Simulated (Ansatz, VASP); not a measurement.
## Two plane-wave programs on SnO2

Contents of INCAR:

```
SYSTEM = SnO2
PREC = Accurate
ENCUT = 520
EDIFF = 1E-7
ISMEAR = 0
SIGMA = 0.05
LREAL = .FALSE.
LASPH = .TRUE.
NELM = 60
ALGO = Normal
ISIF = 2
LWAVE = .FALSE.
LCHARG = .FALSE.
GGA = CA
NBANDS = 35
```

The input KPOINTS:

```
regular mesh
0
G
  6 6 8
  0 0 0
```

The input POSCAR:

```
SnO2
1.0
    4.7207174017      0.0000000000      0.0000000000
    0.0000000000      4.7207174017      0.0000000000
    0.0000000000      0.0000000000      3.1887553105
Sn O
2 4
Direct
    0.0000000000      0.0000000000     -0.0658564172
    0.5000000000      0.5000000000      0.5658564172
    0.2165333303      0.3956797689      0.0383163468
    0.2834666697      0.8956797689      0.4616836532
    0.7834666697      0.6043202311      0.0383163468
    0.7165333303      0.1043202311      0.4616836532
```

Input for Ansatz:

```yaml
crystal:
  lattice:
    - [4.7207174017, 0.0, 0.0]
    - [0.0, 4.7207174017, 0.0]
    - [0.0, 0.0, 3.1887553105]
  atoms:
    - { symbol: Sn, position: [0.0, 0.0, -0.0658564172] }
    - { symbol: Sn, position: [0.5, 0.5, 0.5658564172] }
    - { symbol: O, position: [0.2165333303, 0.3956797689, 0.0383163468] }
    - { symbol: O, position: [0.2834666697, 0.8956797689, 0.4616836532] }
    - { symbol: O, position: [0.7834666697, 0.6043202311, 0.0383163468] }
    - { symbol: O, position: [0.7165333303, 0.1043202311, 0.4616836532] }
basis:
  ecutwfc: 520.0
kpoints:
  mp_grid: { grid: [6, 6, 8] }
hamiltonian:
  xc: lda
  pseudopotentials: { kind: paw, azcp: { folder: soft_1 } }
scf:
  occupations: { method: gaussian, width: 0.05 }
output:
  forces: true
  stress: true
  eigenvalues: true
  write_density: true
  write_potential: true
  elf: true
  volumetric_format: npy
```

Change from the starting cell: mode 4 frozen in at -0.598 Å and mode 5 at -0.210 Å (largest displacements).

Alike in both runs: task single point; functional LDA; k mesh 6 × 6 × 8; occupations gaussian, width 0.05 eV; no spin polarisation.

|  | VASP | Ansatz |
| --- | --- | --- |
| version | VASP 6.6.1 | Ansatz 0.2.0 |
| potentials or method | VASP PAW LDA potentials, release 64 (Sn_d, O) | scalar-relativistic, plane waves, PAW |
| plane-wave cutoff (eV) | 520 | 520 |
| valence electrons in the cell | 52 | 52 |

Ansatz gave:

| Quantity | Value |
| --- | --- |
| gap on the k mesh at the Fermi level (eV) | 0.30 |
| least direct gap on the mesh (eV) | 0.30 |
| pressure (GPa) | -9.3 |
| largest component of the traceless stress (GPa) | 5.00 |
| rms of the force components (eV/Å) | 1.192 |

Problem. Estimate VASP's values.

Solution. gap on the k mesh at the Fermi level (eV): 0.30; least direct gap on the mesh (eV): 0.30; pressure (GPa): -8.3; largest component of the traceless stress (GPa): 4.77; rms of the force components (eV/Å): 1.181.

Atom by atom the forces differ by 0.030 eV/Å (rms over components). Ansatz warned: «pseudo_functional_mismatch».

Caveats: spin-orbit coupling is left out, which moves the levels of the heavy elements; forces of over 1 eV/Å show positions far from the minimum, so gaps and moduli don't describe the material at rest.
